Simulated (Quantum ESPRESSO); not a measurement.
# TePb (Pm-3m) in Quantum ESPRESSO: notebook

Runs on TePb. Level: PBE+D3(BJ). Tasks: single point, equation of state.

Program: Quantum ESPRESSO 7.5. These are calculated values, not measurements. Logs are shortened: lines on timing, memory, paths and dates and some standing lists are left out, and cuts for length are marked.

### Step 1. Starting point

Symmetry: Pm-3m, No. 221, cubic system. The conventional cell has a = 4.002 Å, b = 4.002 Å, c = 4.002 Å, α = 90.00°, β = 90.00°, γ = 90.00°. Pb (site symmetry m-3m) is surrounded by 8 Te at 3.47 Å. Te (site symmetry m-3m) is surrounded by 8 Pb at 3.47 Å.

Measurements of this composition are mostly on another form, of space group No. 225.

### Step 2. Single point, PBE+D3(BJ), 30.13 Å³/atom

Input file pw.in:

```
&CONTROL
  calculation = 'scf'
  prefix = 'pwscf'
  outdir = './tmp'
  pseudo_dir = './pseudo'
  tprnfor = .true.
  tstress = .true.
  disk_io = 'nowf'
/
&SYSTEM
  ibrav = 0
  nat = 2
  ntyp = 2
  ecutwfc = 80
  nbnd = 22
  occupations = 'smearing'
  smearing = 'fd'
  degauss = 0.00367493
  vdw_corr = 'grimme-d3'
  dftd3_version = 4
/
&ELECTRONS
  conv_thr = 4d-10
  electron_maxstep = 120
  mixing_beta = 0.5
/
ATOMIC_SPECIES
Pb   207.2000 Pb.upf
Te   127.6000 Te.upf
CELL_PARAMETERS angstrom
   3.9205847483    0.0000000000    0.0000000000
   0.0000000000    3.9205847483    0.0000000000
   0.0000000000    0.0000000000    3.9205847483
ATOMIC_POSITIONS crystal
Pb     0.0000000000    0.0000000000    0.0000000000
Te     0.5000000000    0.5000000000    0.5000000000
K_POINTS automatic
7 7 7 0 0 0
```

Potentials or basis: PseudoDojo 0.4.1 SR PBE standard.

Started as:

```console
$ OMP_NUM_THREADS=1 pw.x -in pw.in > pw.out
```

pw.out:

```text
This program is part of the open-source Quantum ESPRESSO suite
     for quantum simulation of materials; please cite
         "P. Giannozzi et al., J. Phys.:Condens. Matter 21 395502 (2009);
         "P. Giannozzi et al., J. Phys.:Condens. Matter 29 465901 (2017);
         "P. Giannozzi et al., J. Chem. Phys. 152 154105 (2020);
     in publications or presentations arising from this work. More details at

     Message from routine setup:
     using ibrav=0 with symmetry is DISCOURAGED, use correct ibrav instead

     G-vector sticks info
     --------------------
     sticks:   dense  smooth     PW     G-vecs:    dense   smooth      PW
     Sum        1389    1389    401                39127    39127    6031

     Using Slab Decomposition

     bravais-lattice index     =            0
     lattice parameter (alat)  =       7.4088  a.u.
     unit-cell volume          =     406.6766 (a.u.)^3
     number of atoms/cell      =            2
     number of atomic types    =            2
     number of electrons       =        30.00
     number of Kohn-Sham states=           22
     kinetic-energy cutoff     =      80.0000  Ry
     charge density cutoff     =     320.0000  Ry
     scf convergence threshold =      4.0E-10
     mixing beta               =       0.5000
     number of iterations used =            8  plain     mixing
     Exchange-correlation= PBE
                           (   1   4   3   4   0   0   0)

     celldm(1)=   7.408831  celldm(2)=   0.000000  celldm(3)=   0.000000
     celldm(4)=   0.000000  celldm(5)=   0.000000  celldm(6)=   0.000000

     crystal axes: (cart. coord. in units of alat)
               a(1) = (   1.000000   0.000000   0.000000 )
               a(2) = (   0.000000   1.000000   0.000000 )
               a(3) = (   0.000000   0.000000   1.000000 )

     reciprocal axes: (cart. coord. in units 2 pi/alat)
               b(1) = (  1.000000  0.000000  0.000000 )
               b(2) = (  0.000000  1.000000  0.000000 )
               b(3) = (  0.000000  0.000000  1.000000 )

     PseudoPot. # 1 for Pb read from file:
     Pb.upf
     Pseudo is Norm-conserving + core correction, Zval = 14.0
     Generated using ONCVPSP code by D. R. Hamann
     Using radial grid of 1678 points,  6 beta functions with:
                l(1) =   0
                l(2) =   0
                l(3) =   1
                l(4) =   1
                l(5) =   2
                l(6) =   2

     PseudoPot. # 2 for Te read from file:
     Te.upf
     Pseudo is Norm-conserving + core correction, Zval = 16.0
     Generated using ONCVPSP code by D. R. Hamann
     Using radial grid of 1294 points,  6 beta functions with:
                l(1) =   0
                l(2) =   0
                l(3) =   1
                l(4) =   1
                l(5) =   2
                l(6) =   2

     atomic species   valence    mass     pseudopotential
     Pb               14.00   207.20000     Pb( 1.00)
     Te               16.00   127.60000     Te( 1.00)

     48 Sym. Ops., with inversion, found

   Cartesian axes

     site n.     atom                  positions (alat units)
         1        Pb     tau(   1) = (   0.0000000   0.0000000   0.0000000  )
         2        Te     tau(   2) = (   0.5000000   0.5000000   0.5000000  )

     --------------------------------------------
     DFT-D3 Dispersion Correction (3-body terms):
     --------------------------------------------
       Reference C6 values for interpolation:

         atom   Coordination number   C6
         Te         0.000           851.07
         Te         0.981           850.20
         Te         1.964           837.16
         Pb         0.000          1477.63
         Pb         0.938          1266.00
         Pb         1.936          1088.91
         Pb         2.908          1048.37
         Pb         3.910           910.57

       Values used:

         atom   Coordination number  R0_AB[au]  C6      C8
         Pb         4.660            4.041    910.58 144159.03
         Te         4.241            3.676    837.16  84978.05

         Molecular C6 ( Ry / a.u.^6 ) =      3493.28

     number of k points=    20  Fermi-Dirac smearing, width (Ry)=  0.0037
                       cart. coord. in units 2pi/alat
        k(    1) = (   0.0000000   0.0000000   0.0000000), wk =   0.0058309
        k(    2) = (   0.0000000   0.0000000   0.1428571), wk =   0.0349854
        k(    3) = (   0.0000000   0.0000000   0.2857143), wk =   0.0349854
        k(    4) = (   0.0000000   0.0000000   0.4285714), wk =   0.0349854
        k(    5) = (   0.0000000   0.1428571   0.1428571), wk =   0.0699708
        k(    6) = (   0.0000000   0.1428571   0.2857143), wk =   0.1399417
        k(    7) = (   0.0000000   0.1428571   0.4285714), wk =   0.1399417
        k(    8) = (   0.0000000   0.2857143   0.2857143), wk =   0.0699708
        k(    9) = (   0.0000000   0.2857143   0.4285714), wk =   0.1399417
        k(   10) = (   0.0000000   0.4285714   0.4285714), wk =   0.0699708
        k(   11) = (   0.1428571   0.1428571   0.1428571), wk =   0.0466472
        k(   12) = (   0.1428571   0.1428571   0.2857143), wk =   0.1399417
        k(   13) = (   0.1428571   0.1428571   0.4285714), wk =   0.1399417
        k(   14) = (   0.1428571   0.2857143   0.2857143), wk =   0.1399417
        k(   15) = (   0.1428571   0.2857143   0.4285714), wk =   0.2798834
        k(   16) = (   0.1428571   0.4285714   0.4285714), wk =   0.1399417
        k(   17) = (   0.2857143   0.2857143   0.2857143), wk =   0.0466472
        k(   18) = (   0.2857143   0.2857143   0.4285714), wk =   0.1399417
        k(   19) = (   0.2857143   0.4285714   0.4285714), wk =   0.1399417
        k(   20) = (   0.4285714   0.4285714   0.4285714), wk =   0.0466472

     Dense  grid:    39127 G-vectors     FFT dimensions: (  45,  45,  45)

     Initial potential from superposition of free atoms

     starting charge      29.9977, renormalised to      30.0000
     Starting wfcs are   18 randomized atomic wfcs +    4 random wfcs

     Self-consistent Calculation

     iteration #  1     ecut=    80.00 Ry     beta= 0.50
     Davidson diagonalization with overlap
     ethr =  1.00E-02,  avg # of iterations =  3.5

     Threshold (ethr) on eigenvalues was too large:
[... 48 lines left out ...]
     estimated scf accuracy    <       0.00000012 Ry

     iteration #  8     ecut=    80.00 Ry     beta= 0.50
     Davidson diagonalization with overlap
     ethr =  3.97E-10,  avg # of iterations =  1.9

     total energy              =    -350.56874617 Ry
     estimated scf accuracy    <          5.9E-10 Ry

     iteration #  9     ecut=    80.00 Ry     beta= 0.50
     Davidson diagonalization with overlap
     ethr =  1.96E-12,  avg # of iterations =  3.0

     total energy              =    -350.56874617 Ry
     estimated scf accuracy    <          4.1E-10 Ry

     iteration # 10     ecut=    80.00 Ry     beta= 0.50
     Davidson diagonalization with overlap
     ethr =  1.37E-12,  avg # of iterations =  1.9

     End of self-consistent calculation

          k = 0.0000 0.0000 0.0000 (  4945 PWs)   bands (ev):

   -25.5421 -25.5421 -25.5387 -25.5387 -25.5387  -6.1857  -6.1857  -6.0841
    -6.0841  -6.0841  -1.6600   4.3347   9.2193   9.2193   9.2193  14.8619
    14.8619  16.5807  16.5807  16.5807  21.6797  22.4594

          k = 0.0000 0.0000 0.1429 (  4905 PWs)   bands (ev):

   -25.5421 -25.5412 -25.5389 -25.5389 -25.5387  -6.1848  -6.1696  -6.0903
    -6.0903  -6.0837  -1.4845   3.9268   9.1141   9.4145   9.4145  15.0142
    15.0792  15.9969  15.9969  16.2778  21.2606  21.7413

          k = 0.0000 0.0000 0.2857 (  4929 PWs)   bands (ev):

   -25.5421 -25.5395 -25.5395 -25.5390 -25.5386  -6.1829  -6.1336  -6.1043
    -6.1043  -6.0828  -0.9836   2.9046   9.2905   9.9573   9.9573  13.2725
    14.7008  14.7008  15.4577  18.6956  19.4218  21.9667

          k = 0.0000 0.0000 0.4286 (  4937 PWs)   bands (ev):

   -25.5420 -25.5399 -25.5399 -25.5386 -25.5372  -6.1813  -6.1154  -6.1154
    -6.1048  -6.0820  -0.3264   1.8510   9.9845  10.6182  10.6182  11.6066
    13.5343  13.5343  16.0708  18.0986  21.9646  22.9643

          k = 0.0000 0.1429 0.1429 (  4929 PWs)   bands (ev):

   -25.5416 -25.5407 -25.5392 -25.5389 -25.5389  -6.1764  -6.1608  -6.0977
    -6.0906  -6.0888  -1.3105   3.6866   8.3557   9.5995  10.1081  13.9530
    15.6413  15.7513  15.7717  16.9428  20.2303  20.7191

          k = 0.0000 0.1429 0.2857 (  4917 PWs)   bands (ev):

   -25.5414 -25.5397 -25.5394 -25.5389 -25.5387  -6.1718  -6.1270  -6.1141
    -6.1033  -6.0883  -0.8170   2.9239   8.0928  10.1080  10.5723  12.3956
    14.6722  15.1939  16.3433  18.9347  19.6873  20.4575

          k = 0.0000 0.1429 0.4286 (  4935 PWs)   bands (ev):

   -25.5413 -25.5401 -25.5399 -25.5388 -25.5369  -6.1698  -6.1272  -6.1140
    -6.0983  -6.0872  -0.1822   2.0030   8.6526   9.7972  10.7064  12.4126
    13.6912  13.9904  16.8704  19.0576  21.0015  21.2899

          k = 0.0000 0.2857 0.2857 (  4919 PWs)   bands (ev):

   -25.5405 -25.5403 -25.5394 -25.5394 -25.5374  -6.1565  -6.1358  -6.1028
    -6.1022  -6.0995  -0.3564   2.8127   7.0554   9.5874  10.5046  12.5038
    14.4684  15.3826  17.6986  19.0494  19.4453  19.9445

          k = 0.0000 0.2857 0.4286 (  4912 PWs)   bands (ev):

   -25.5407 -25.5401 -25.5398 -25.5394 -25.5359  -6.1532  -6.1504  -6.1109
    -6.0989  -6.0771   0.1921   2.4032   7.0839   8.1189  10.9203  13.4007
    14.0978  14.6241  17.9694  19.4245  19.4968  20.5765

          k = 0.0000 0.4286 0.4286 (  4909 PWs)   bands (ev):

   -25.5412 -25.5398 -25.5398 -25.5395 -25.5347  -6.1734  -6.1410  -6.1086
    -6.1081  -6.0542   0.5711   2.8062   6.2832   6.7409  11.1116  14.3232
    14.5056  14.9196  17.3933  18.4898  18.8209  19.2436

          k = 0.1429 0.1429 0.1429 (  4920 PWs)   bands (ev):

   -25.5406 -25.5406 -25.5392 -25.5392 -25.5392  -6.1600  -6.1600  -6.0995
    -6.0954  -6.0954  -1.1388   3.5291   8.5569   8.5569  10.9097  13.5719
    15.2125  15.2125  16.7491  16.7491  20.8524  20.8524

          k = 0.1429 0.1429 0.2857 (  4920 PWs)   bands (ev):

   -25.5406 -25.5397 -25.5397 -25.5391 -25.5385  -6.1581  -6.1232  -6.1151
    -6.1102  -6.0944  -0.6551   2.9478   7.9777   9.1260  10.6846  13.0646
    13.7575  15.2512  17.0204  18.9243  19.9916  20.7167

          k = 0.1429 0.1429 0.4286 (  4928 PWs)   bands (ev):

   -25.5406 -25.5401 -25.5401 -25.5391 -25.5367  -6.1566  -6.1282  -6.1221
    -6.0947  -6.0919  -0.0460   2.1518   8.3568   9.4367   9.8606  12.4427
    13.4028  15.1407  17.5339  19.4233  19.8411  20.1616

          k = 0.1429 0.2857 0.2857 (  4916 PWs)   bands (ev):

   -25.5402 -25.5397 -25.5396 -25.5395 -25.5373  -6.1396  -6.1337  -6.1104
    -6.1077  -6.1016  -0.2113   2.8740   7.2683   9.1910   9.5884  12.9813
    14.2807  14.3016  18.3522  19.6927  19.8374  20.7035

          k = 0.1429 0.2857 0.4286 (  4912 PWs)   bands (ev):

   -25.5407 -25.5401 -25.5396 -25.5392 -25.5358  -6.1501  -6.1338  -6.1201
    -6.1063  -6.0757   0.3044   2.5438   7.2353   8.1653   9.8812  12.2354
    13.9268  15.0300  18.3759  19.0682  19.8742  21.5753

          k = 0.1429 0.4286 0.4286 (  4908 PWs)   bands (ev):

   -25.5412 -25.5401 -25.5401 -25.5386 -25.5347  -6.1690  -6.1235  -6.1171
    -6.1164  -6.0538   0.6527   2.9421   6.5042   6.9185  10.2645  12.6591
    13.6992  14.2617  18.2588  19.5118  20.2632  21.2220

          k = 0.2857 0.2857 0.2857 (  4914 PWs)   bands (ev):

   -25.5402 -25.5402 -25.5402 -25.5373 -25.5373  -6.1343  -6.1242  -6.1242
    -6.1005  -6.1005   0.1742   2.9656   7.8803   7.8803   8.9796  12.5010
    12.5010  14.6456  19.2240  20.1338  20.1338  22.6992

          k = 0.2857 0.2857 0.4286 (  4924 PWs)   bands (ev):

   -25.5407 -25.5406 -25.5402 -25.5373 -25.5355  -6.1466  -6.1374  -6.1226
    -6.0995  -6.0697   0.5862   2.9154   7.4503   8.0198   8.7265  10.9894
    12.7905  13.9843  19.7456  20.6419  20.9631  23.2647

          k = 0.2857 0.4286 0.4286 (  4880 PWs)   bands (ev):

   -25.5411 -25.5406 -25.5406 -25.5364 -25.5346  -6.1592  -6.1361  -6.1351
    -6.0839  -6.0529   0.8528   3.3006   7.1441   7.3766   8.9282  10.8724
    11.7843  12.5792  20.7522  22.0687  22.5771  23.8504

          k = 0.4286 0.4286 0.4286 (  4875 PWs)   bands (ev):

   -25.5410 -25.5410 -25.5410 -25.5346 -25.5346  -6.1525  -6.1499  -6.1499
    -6.0522  -6.0522   1.0341   3.6707   7.7704   8.0603   8.0603  10.1725
    10.1725  11.0052  23.3952  24.0047  24.0047  26.2620

     the Fermi energy is    10.8887 ev

!    total energy              =    -350.56874617 Ry
     estimated scf accuracy    <          2.2E-11 Ry
     smearing contrib. (-TS)   =      -0.00117010 Ry
     internal energy E=F+TS    =    -350.56757607 Ry

     The total energy is F=E-TS. E is the sum of the following terms:
     one-electron contribution =    -113.15437517 Ry
     hartree contribution      =      73.50903818 Ry
     xc contribution           =     -89.26960930 Ry
     ewald contribution        =    -221.59038067 Ry
     DFT-D3 Dispersion         =      -0.06224911 Ry

     convergence has been achieved in  10 iterations

     Forces acting on atoms (cartesian axes, Ry/au):

     atom    1 type  1   force =     0.00000000    0.00000000    0.00000000
     atom    2 type  2   force =     0.00000000    0.00000000    0.00000000

     Total force =     0.000000     Total SCF correction =     0.000000

     Computing stress (Cartesian axis) and pressure

          total   stress  (Ry/bohr**3)                   (kbar)     P=        7.57
   0.00005146   0.00000000   0.00000000            7.57        0.00        0.00
   0.00000000   0.00005146   0.00000000            0.00        7.57        0.00
   0.00000000   0.00000000   0.00005146            0.00        0.00        7.57

=------------------------------------------------------------------------------=
   JOB DONE.
=------------------------------------------------------------------------------=
```

Wall time 34 s (1 thread of Arm Neoverse V1, shared host); peak memory 0.11 GiB.

Results:

```yaml
Free_energy: -4769.7308 eV
Pressure: 0.8 GPa
Band_gap_on_the_k_mesh: none (metal or under the smearing width)
```

Caveat: pairwise dispersion overbinds metals, which lowers pressure and volume.

### Step 3. Single point, PBE+D3(BJ), 30.77 Å³/atom

Changes to pw.in since step 2:

```diff
@@ -30,5 +30,5 @@
 CELL_PARAMETERS angstrom
-   3.9205847483    0.0000000000    0.0000000000
-   0.0000000000    3.9205847483    0.0000000000
-   0.0000000000    0.0000000000    3.9205847483
+   3.9481954097    0.0000000000    0.0000000000
+   0.0000000000    3.9481954097    0.0000000000
+   0.0000000000    0.0000000000    3.9481954097
 ATOMIC_POSITIONS crystal
```

Potentials or basis: PseudoDojo 0.4.1 SR PBE standard.

Started as:

```console
$ OMP_NUM_THREADS=1 pw.x -in pw.in > pw.out
```

Run time: 34 s. Hardware: 1 thread of Arm Neoverse V1, shared host; peak memory 0.1 GiB.

It converged, with:

```yaml
Free_energy: -4769.7332 eV
Pressure: -0.2 GPa
Band_gap_on_the_k_mesh: none (metal or under the smearing width)
```

Caveat: pairwise dispersion overbinds metals, which lowers pressure and volume.

### Step 4. Single point, PBE+D3(BJ), 31.41 Å³/atom

Changes to pw.in since step 3:

```diff
@@ -30,5 +30,5 @@
 CELL_PARAMETERS angstrom
-   3.9481954097    0.0000000000    0.0000000000
-   0.0000000000    3.9481954097    0.0000000000
-   0.0000000000    0.0000000000    3.9481954097
+   3.9754252041    0.0000000000    0.0000000000
+   0.0000000000    3.9754252041    0.0000000000
+   0.0000000000    0.0000000000    3.9754252041
 ATOMIC_POSITIONS crystal
```

Started as:

```console
$ OMP_NUM_THREADS=1 pw.x -in pw.in > pw.out
```

It took 34 s on 1 thread of Arm Neoverse V1, shared host; peak memory 0.11 GiB.

The run converged. Its results:

| Property | Result |
| --- | --- |
| Free energy | -4769.7284 eV |
| Pressure | -1.0 GPa |
| Band gap on the k mesh | none (metal or under the smearing width) |

Caveat: pairwise dispersion overbinds metals, which lowers pressure and volume.

### Step 5. Single point, PBE+D3(BJ), 32.05 Å³/atom

Changes to pw.in since step 4:

```diff
@@ -30,5 +30,5 @@
 CELL_PARAMETERS angstrom
-   3.9754252041    0.0000000000    0.0000000000
-   0.0000000000    3.9754252041    0.0000000000
-   0.0000000000    0.0000000000    3.9754252041
+   4.0022870000    0.0000000000    0.0000000000
+   0.0000000000    4.0022870000    0.0000000000
+   0.0000000000    0.0000000000    4.0022870000
 ATOMIC_POSITIONS crystal
```

Started as:

```console
$ OMP_NUM_THREADS=1 pw.x -in pw.in > pw.out
```

Run time: 34 s. Hardware: 1 thread of Arm Neoverse V1, shared host; peak memory 0.11 GiB.

Results (log left out):

```yaml
Free_energy: -4769.7185 eV
Pressure: -1.4 GPa
Band_gap_on_the_k_mesh: none (metal or under the smearing width)
```

Caveat: pairwise dispersion overbinds metals, which lowers pressure and volume.

### Step 6. Single point, PBE+D3(BJ), 32.70 Å³/atom

Changes to pw.in since step 5:

```diff
@@ -30,5 +30,5 @@
 CELL_PARAMETERS angstrom
-   4.0022870000    0.0000000000    0.0000000000
-   0.0000000000    4.0022870000    0.0000000000
-   0.0000000000    0.0000000000    4.0022870000
+   4.0287929844    0.0000000000    0.0000000000
+   0.0000000000    4.0287929844    0.0000000000
+   0.0000000000    0.0000000000    4.0287929844
 ATOMIC_POSITIONS crystal
```

Potentials or basis: PseudoDojo 0.4.1 SR PBE standard.

Started as:

```console
$ OMP_NUM_THREADS=1 pw.x -in pw.in > pw.out
```

Wall time 31 s (1 thread of Arm Neoverse V1, shared host); peak memory 0.11 GiB.

Results (log left out):

```yaml
Free_energy: -4769.7097 eV
Pressure: -0.5 GPa
Band_gap_on_the_k_mesh: none (metal or under the smearing width)
```

Caveat: pairwise dispersion overbinds metals, which lowers pressure and volume.

### Step 7. Single point, PBE+D3(BJ), 33.34 Å³/atom

Changes to pw.in since step 6:

```diff
@@ -30,5 +30,5 @@
 CELL_PARAMETERS angstrom
-   4.0287929844    0.0000000000    0.0000000000
-   0.0000000000    4.0287929844    0.0000000000
-   0.0000000000    0.0000000000    4.0287929844
+   4.0549547108    0.0000000000    0.0000000000
+   0.0000000000    4.0549547108    0.0000000000
+   0.0000000000    0.0000000000    4.0549547108
 ATOMIC_POSITIONS crystal
```

Started as:

```console
$ OMP_NUM_THREADS=1 pw.x -in pw.in > pw.out
```

Wall time 32 s (1 thread of Arm Neoverse V1, shared host); peak memory 0.11 GiB.

The run converged. Its results:

```yaml
Free_energy: -4769.7089 eV
Pressure: -0.3 GPa
Band_gap_on_the_k_mesh: none (metal or under the smearing width)
```

Caveat: pairwise dispersion overbinds metals, which lowers pressure and volume.

### Step 8. Single point, PBE+D3(BJ), 33.98 Å³/atom

Changes to pw.in since step 7:

```diff
@@ -30,5 +30,5 @@
 CELL_PARAMETERS angstrom
-   4.0549547108    0.0000000000    0.0000000000
-   0.0000000000    4.0549547108    0.0000000000
-   0.0000000000    0.0000000000    4.0549547108
+   4.0807831442    0.0000000000    0.0000000000
+   0.0000000000    4.0807831442    0.0000000000
+   0.0000000000    0.0000000000    4.0807831442
 ATOMIC_POSITIONS crystal
```

Started as:

```console
$ OMP_NUM_THREADS=1 pw.x -in pw.in > pw.out
```

Run time: 32 s. Hardware: 1 thread of Arm Neoverse V1, shared host; peak memory 0.11 GiB.

Results (log left out):

```yaml
Free_energy: -4769.6965 eV
Pressure: -2.8 GPa
Band_gap_on_the_k_mesh: none (metal or under the smearing width)
```

Caveat: pairwise dispersion overbinds metals, which lowers pressure and volume.

### Step 9. Equation of state, PBE+D3(BJ)

Potentials or basis: PseudoDojo 0.4.1 SR PBE standard.

No new run: the results of the series are fitted here.

What came out:

```yaml
Equilibrium_volume: "30.49 Å³/atom (rough: see the caveat)"
Bulk_modulus: 35 GPa (rough)
```

Energy against volume, from the lowest point:
| volume (Å³/atom) | energy (meV/atom) |
| --- | --- |
| 30.132 | 1.20 |
| 30.773 | 0.00 |
| 31.414 | 2.37 |
| 32.055 | 7.35 |
| 32.696 | 11.73 |
| 33.337 | 12.16 |
| 33.978 | 18.34 |

Caveat: the fit is doubtful: noisy points or a state that changes with volume. The run has no spin-orbit coupling, so splittings on Pb, Te are missing.
